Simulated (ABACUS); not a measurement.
The system is MgTe.

```
Te Mg
1.0
     0.00000    3.23200    3.23200
     3.23200    0.00000    3.23200
     3.23200    3.23200    0.00000
Te Mg
1 1
Direct
  0.25000 0.25000 0.25000
  0.00000 0.00000 0.00000
```

The cell comes from a database or a generator and needn't be the stable form of this composition.

* Program: ABACUS 3.10.1
* Task: single point
* Functional: PBE
* Potentials or basis: PseudoDojo NC SR 0.4.1 PBE standard
* Cutoff: 1143 eV
* Density cutoff: 4572 eV
* Basis: plane waves
* k mesh: 7 × 7 × 7
* Occupations: fermi-dirac, width 0.05 eV
* Spin: no spin polarisation

On this cell: pressure 0.7 GPa; largest force zero by symmetry; band gap on the k mesh 2.41 eV, direct.

The same run follows on a disturbed copy (atoms moved at random, drawn with an rms of 0.05 Å):

```
CELL_PARAMETERS angstrom
0.00000 3.23200 3.23200
3.23200 0.00000 3.23200
3.23200 3.23200 0.00000
ATOMIC_POSITIONS crystal
Te 0.25492 0.24451 0.24030
Mg 0.00808 0.98739 0.99791
```

Q: What does the disturbed cell give?

A: The energy moves by +1.6 meV/atom; pressure 0.8 GPa; largest force 0.156 eV/Å; band gap on the k mesh 2.36 eV, direct.

Forces in eV/Å, atoms in the order of the input:
```
Te   0.001  0.147 -0.053
Mg  -0.001 -0.147  0.053
```

Stress tensor (GPa, compression positive):
```
 0.77 -0.16  0.43
-0.16  0.75  0.01
 0.43  0.01  0.77
```

Caveats: spin-orbit coupling is left out, which moves the levels of the heavy elements.

